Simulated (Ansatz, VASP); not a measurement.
# Two plane-wave programs on Re

The input INCAR:

```
SYSTEM = Re
ALGO = Fast
EDIFF = 1E-7
ENCUT = 520
GGA = PS
ISIF = 2
ISMEAR = 0
LASPH = .TRUE.
LCHARG = .FALSE.
LREAL = .FALSE.
LWAVE = .FALSE.
NBANDS = 10
NELM = 100
PREC = Accurate
SIGMA = 0.15
```

The input KPOINTS:

```
k-points
0
G
  22 22 22
  0 0 0
```

The input POSCAR:

```
Re
1.0
    0.0000000000      1.9750000000      1.9750000000
    1.9750000000      0.0000000000      1.9750000000
    1.9750000000      1.9750000000      0.0000000000
Re
1
Direct
    0.0000000000      0.0000000000      0.0000000000
```

Input for Ansatz:

```yaml
crystal:
  lattice:
    - [0.0, 1.975, 1.975]
    - [1.975, 0.0, 1.975]
    - [1.975, 1.975, 0.0]
  atoms:
    - { symbol: Re, position: [0.0, 0.0, 0.0] }
basis:
  ecutwfc: 420
kpoints:
  mp_grid: { grid: [22, 22, 22] }
hamiltonian:
  xc: pbesol
scf:
  occupations: { method: gaussian, width: 0.15 }
output:
  forces: true
  stress: true
  eigenvalues: true
```

This isn't the form of Re at room conditions, which is hcp.

Alike in both runs: task single point; functional PBEsol; k mesh 22 × 22 × 22; occupations gaussian, width 0.15 eV; no spin polarisation.

|  | VASP | Ansatz |
| --- | --- | --- |
| version | VASP 6.6.1 | Ansatz 0.2.0 |
| potentials or method | VASP PAW PBE potentials, release 64 (Re) | scalar-relativistic, plane waves, PAW |
| plane-wave cutoff (eV) | 520 | 420 |
| valence electrons in the cell | 7 | 15 |

|  | VASP | Ansatz | Ansatz less VASP |
| --- | --- | --- | --- |
| gap on the k mesh at the Fermi level (eV) | none | none | - |
| pressure (GPa) | -19.0 | -18.5 | +0.45 |

A gap of «none» marks a metal or a gap that the smearing closes. The two sets of potentials don't hold the same shells in valence.

Caveats: so large a pressure means that the cell lies far from this level's equilibrium, or that cutoff or potentials fall short (VASP); the potentials were made for another functional, which shifts forces and pressure (VASP). The runs have no spin-orbit coupling, so splittings on Re are missing.
